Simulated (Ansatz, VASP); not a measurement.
## CdS in VASP and in Ansatz

```
Cd S
1.0
     4.14399    0.00000    0.00000
    -2.07199    3.58880    0.00000
     0.00000    0.00000    6.71911
Cd S
2 2
Direct
  0.33333 0.66667 0.00389
  0.66667 0.33333 0.50389
  0.33333 0.66667 0.38111
  0.66667 0.33333 0.88111
```

Alike in both runs: functional PBE; k mesh 6 × 6 × 4; occupations gaussian, width 0.05 eV; no spin polarisation.

Ansatz relaxed the structure, and its values are those at the end. VASP's run is a single point on that final structure, the one shown.

```csv
,VASP,Ansatz
version,VASP 6.6.1,Ansatz 0.2.0
potentials or method,"VASP PAW PBE potentials, release 64 (Cd, S)","scalar-relativistic, plane waves, PAW"
plane-wave cutoff (eV),520,420
valence electrons in the cell,36,52
```

```tsv
	VASP	Ansatz	Ansatz less VASP
gap on the k mesh at the Fermi level (eV)	1.22	1.21	-0.003
least direct gap on the mesh (eV)	1.22	1.21	-0.003
pressure (GPa)	2.8	2.4	-0.35
```

The two sets of potentials don't hold the same shells in valence.
